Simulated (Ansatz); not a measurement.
Runs of Ansatz 0.2.0 on TiSi2. The structure is orthorhombic, space group Fddd (No. 70). The conventional cell has a = 4.779 Å, b = 8.235 Å, c = 8.526 Å, α = 90.00°, β = 90.00°, γ = 90.00°. Ti (site symmetry 222) is surrounded by 10 Si at 2.55 to 2.78 Å. Si (site symmetry 2) is surrounded by 5 Si at 2.52 to 2.79 Å and 5 Ti at 2.55 to 2.78 Å. The cell is a database's computed one.

| task | level | cell | cutoff (eV) | points for each segment of the path | gap on the mesh (eV) | pressure (GPa) | relaxed volume (Å³/atom) | largest force (eV/Å) |
| --- | --- | --- | --- | --- | --- | --- | --- | --- |
| band structure | r2SCAN | as given | 500 | 14 | none | (a) | - | (d) |
| band structure | PBEsol | as given | 420 | 14 | none | (b) | - | 0.05 |
| relaxation of cell and atoms | revPBE+D4 | relaxed | 420 | - | none | 0.0 | 13.59 | - |
| band structure | LDA | as given | 420 | 14 | none | -5.1 | - | 0.06 |
| relaxation of cell and atoms | PBEsol | relaxed | 420 | - | none | 0.0 | 13.78 | - |
| relaxation of cell and atoms | BLYP+D3(BJ) | relaxed | 420 | - | none | 0.0 | 13.42 | 0.01 |
| relaxation of cell and atoms | revPBE+D3(BJ) | relaxed | 420 | - | none | 0.0 | 13.19 | - |
| relaxation of cell and atoms | LDA | relaxed | 420 | - | none | 0.0 | (c) | - |
| relaxation of cell and atoms | RPBE+D4 | relaxed | 420 | - | none | 0.0 | 13.57 | - |

Alike in all rows: potentials or basis Ansatz PAW; no spin polarisation; k mesh 7 × 7 × 7; smearing fermi-dirac 0.05 eV.

**Question.** Fill in the values left out.

**Answer.** (a) -0.2; (b) -2.0; (c) 13.49; (d) 0.02.

Caveats: the PAW data sets come from PBE, with cores solved anew for the run's functional, which leaves a small shift of forces and pressure; the plane-wave basis is chosen anew once the cell has moved, so the energies of steps on either side of that aren't comparable (some runs); pairwise dispersion overbinds metals, which lowers pressure and volume (some runs).

A gap of «none» marks a metal or a gap under the smearing width.

Runs at the PBE level aren't shown here.
